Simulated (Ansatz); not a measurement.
## Energy landscape near a SnSe$_{2}$ structure

Computed with Ansatz 0.2.0, DFT PBEsol, scalar-relativistic, plane waves, PAW.

Cutoff 420 eV; k points 9×9×6 on the computed 3-atom cell (Γ-centred); Gaussian smearing, width 0.02 eV; no spin polarisation.

Reference cell:

```
Sn Se
1.0
     3.81100    0.00000    0.00000
    -1.90550    3.30042    0.00000
     0.00000    0.00000    6.13700
Sn Se
1 2
Cartesian
  0.0000 0.0000 0.0000
  0.0000 2.2003 1.5343
  1.9055 1.1001 4.6027
```

Each variant moves atoms of this cell by the vectors given, if any (Å), and then applies a symmetric strain (tensor components, Cartesian axes). The reference cell isn't relaxed at this level. Energies are per atom at zero smearing, counted from the lowest variant. Pressure is positive in compression.

1. strain (xx yy zz yz xz xy, %) 0.60 0.60 9.60 0.00 0.00 0.00; moves: Se2 (0.000, 0.000, 0.122); Se3 (0.000, 0.000, -0.122)
2. strain (xx yy zz yz xz xy, %) 0.74 0.74 9.74 0.00 0.00 0.00; moves: Se2 (0.000, 0.000, -0.122); Se3 (0.000, 0.000, 0.122)
3. strain (xx yy zz yz xz xy, %) -3.21 -0.29 -7.75 -1.95 -3.38 -2.54; moves: Sn1 (-0.024, 0.041, 0.000); Se2 (-0.002, -0.029, 0.059); Se3 (0.026, -0.013, -0.059)
4. strain (xx yy zz yz xz xy, %) 4.60 4.60 -4.40 0.00 0.00 0.00; moves: Se2 (0.000, 0.000, 0.184); Se3 (0.000, 0.000, -0.184)
5. strain (xx yy zz yz xz xy, %) 5.45 4.52 4.83 0.57 0.45 1.00; moves: Sn1 (0.006, 0.027, -0.027); Se2 (-0.012, -0.015, 0.025); Se3 (0.007, -0.012, 0.001)

```json
{"result": "A", "ΔE (meV/atom)": "47.8", "P (GPa)": "-5.44", "largest force (eV/Å)": "0.71", "gap on mesh (eV)": "0"}
{"result": "B", "ΔE (meV/atom)": "65.1", "P (GPa)": "-5.79", "largest force (eV/Å)": "0.89", "gap on mesh (eV)": "0.35"}
{"result": "C", "ΔE (meV/atom)": "138.6", "P (GPa)": "-6.67", "largest force (eV/Å)": "1.59", "gap on mesh (eV)": "0"}
{"result": "D", "ΔE (meV/atom)": "0.0", "P (GPa)": "0.12", "largest force (eV/Å)": "0.29", "gap on mesh (eV)": "0.80"}
{"result": "E", "ΔE (meV/atom)": "124.5", "P (GPa)": "10.85", "largest force (eV/Å)": "1.78", "gap on mesh (eV)": "0"}
```

**Question.** Which variant gave which result?

**Answer.** A is 4, B is 5, C is 1, D is 2, E is 3.

An odd mesh misses points on the zone edge, so a gap read on it can be too wide. The smearing is narrow for a metal on this mesh.